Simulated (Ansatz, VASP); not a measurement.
C and the functional, program beside program

The cell as given:

Symmetry: Pm-3m, No. 221, cubic system. The conventional cell has a = 2.620 Å, b = 2.620 Å, c = 2.620 Å, α = 90.00°, β = 90.00°, γ = 90.00°. C (site symmetry 4/mmm) has 8 C at 1.85 Å as nearest neighbours.

This isn't the form of C at room conditions, which is graphite.

Kept alike: task relaxation of cell and atoms; k mesh 10 × 10 × 10; occupations fermi-dirac, width 0.05 eV; no spin polarisation. The mesh is that of the run's cell of 3 atoms. No spin-orbit coupling.

- A: Ansatz, Ansatz PAW, made for PBE, cutoff 420 eV
- B: VASP, PBE PAW files C, 600 eV, made for PBE

```csv
functional,A: volume (Å³/atom),B: volume (Å³/atom)
BLYP,6.751,6.753
PBE,6.093,?
PBEsol,5.759,5.748
RPBE,6.274,6.261
```

Values on potentials made for another functional: A at BLYP, PBEsol, RPBE; B at BLYP, PBEsol, RPBE. Values hold for each row's relaxed cell, which stops near the pressure aimed at (zero). Ansatz's stress holds its Pulay term. For a metal such a mesh leaves the last digits unconverged.

Question: Estimate the value left open.

Answer: In the median of the other rows B lies -0.011 Å³/atom from the other column, which points to 6.082; the run gave 6.081 Å³/atom, -0.001 from it.
